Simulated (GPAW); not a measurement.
The system is Cs2AgBiBr6.

```
Bi Cs Ag Br
1.0
     0.00000    5.61610    5.61610
     5.61610    0.00000    5.61610
     5.61610    5.61610    0.00000
Bi Cs Ag Br
1 2 1 6
Direct
  0.00000 0.00000 0.00000
  0.75000 0.75000 0.75000
  0.25000 0.25000 0.25000
  0.50000 0.50000 0.50000
  0.74945 0.74945 0.25055
  0.25055 0.25055 0.74945
  0.74945 0.25055 0.25055
  0.74945 0.25055 0.74945
  0.25055 0.74945 0.74945
  0.25055 0.74945 0.25055
```

Base run:

* Program: GPAW 26.7.0
* Functional: PBE
* Potentials or basis: GPAW PAW data sets (gpaw-data 1.2.1)
* Cutoff: 400 eV
* Basis: pw
* k mesh: 4 × 4 × 4
* Occupations: fermi-dirac, width 0.001 eV
* Spin: no spin polarisation
* Hubbard terms: Ag d U = 8.0 eV

Its results: band gap on the k mesh 1.85 eV, indirect (least direct gap 2.76 eV); electronic dielectric tensor (diagonal) 4.07.

The run is repeated on the same cell with these changes: hubbard terms from Ag d U = 8.0 eV to Ag d U = 6.0 eV. What comes out?

Band gap on the k mesh 1.73 eV, indirect (least direct gap 2.73 eV); electronic dielectric tensor (diagonal) 4.18.

Caveats: the long-wavelength limit can be off by several per cent where d states take part; response on these states lacks terms of the Hamiltonian; spin-orbit coupling is left out, which as a rule narrows the gap of such compounds by several tenths of an eV; an odd mesh through Γ misses points on the zone boundary, where band edges often lie.

Not every run made on this cell is shown here.
